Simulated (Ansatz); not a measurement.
Crystal: V.

```
V
1.0
    -1.51435    1.51435    1.51435
     1.51435   -1.51435    1.51435
     1.51435    1.51435   -1.51435
V
1
Direct
  0.00000 0.00000 0.00000
```

```yaml
Program: Ansatz 0.2.0
Task: relaxation of cell and atoms
Functional: LDA
Potentials_or_basis: Ansatz PAW
Cutoff: "420 eV (not typed: the program's choice for these potentials)"
k_mesh: 12 × 12 × 12
Occupations: fermi-dirac, width 0.1 eV
Spin: collinear spin, random start
Starting_moments: "[-1.52] μB"
```

At the start: volume 13.89 Å³/atom.

Where does the relaxation end?

It ends after 7 steps and the volume is 12.57 Å³/atom (-9.5 %); space group Im-3m (No. 229, to 0.05 Å); moment 0.00 μB per cell.

Step by step:
```csv
step,energy change (eV),largest force (eV/Å),volume (Å³)
1,0.0000,0.0000,13.89
2,-0.0755,0.0000,12.32
3,-0.0786,0.0000,12.61
4,-0.0787,0.0000,12.57
5,-0.0784,0.0000,12.57
6,-0.0784,0.0000,12.57
7,-0.0784,0.0000,12.57
```

Final structure:
```
V
1.0
    -1.46455    1.46455    1.46455
     1.46455   -1.46455    1.46455
     1.46455    1.46455   -1.46455
V
1
Cartesian
  0.0000 0.0000 0.0000
```

Caveat: the plane-wave basis is chosen anew once the cell has moved, so the energies of steps on either side of that aren't comparable; the PAW data sets come from PBE, with cores solved anew for the run's functional, which leaves a small shift of forces and pressure; the starting moments weren't kept.
